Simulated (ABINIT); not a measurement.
CuI (Marshite):

```
I Cu
1.0
     0.00000    3.03150    3.03150
     3.03150    0.00000    3.03150
     3.03150    3.03150    0.00000
I Cu
1 1
Direct
  0.00000 0.00000 0.00000
  0.75000 0.75000 0.75000
```

- Program: ABINIT 10.8.3 (patched build)
- Task: single point
- Functional: PBE
- Potentials or basis: JTH PAW PBE v2.0
- Cutoff: 707 eV
- k mesh: 8 × 8 × 8
- Occupations: fermi-dirac, width 0.05 eV
- Spin: no spin polarisation

On this cell: pressure 0.8 GPa; largest force zero by symmetry; band gap on the k mesh 1.11 eV, direct.

The same run follows on a disturbed copy (atoms moved at random, drawn with an rms of 0.05 Å):

```
I Cu
1.0
     0.00000    3.03150    3.03150
     3.03150    0.00000    3.03150
     3.03150    3.03150    0.00000
I Cu
1 1
Direct
  0.99532 0.00687 0.00367
  0.76201 0.76128 0.73768
```

What changes?

The energy moves by +3.7 meV/atom; pressure 0.8 GPa; largest force 0.203 eV/Å; band gap on the k mesh 1.10 eV, direct.

Forces in eV/Å, atoms in the order of the input:
```
I   -0.097 -0.024  0.177
Cu   0.097  0.024 -0.177
```

Stress tensor (GPa, compression positive):
```
 0.84  0.69 -0.08
 0.69  0.86 -0.38
-0.08 -0.38  0.79
```

Caveats: spin-orbit coupling is left out, which moves the levels of the heavy elements.

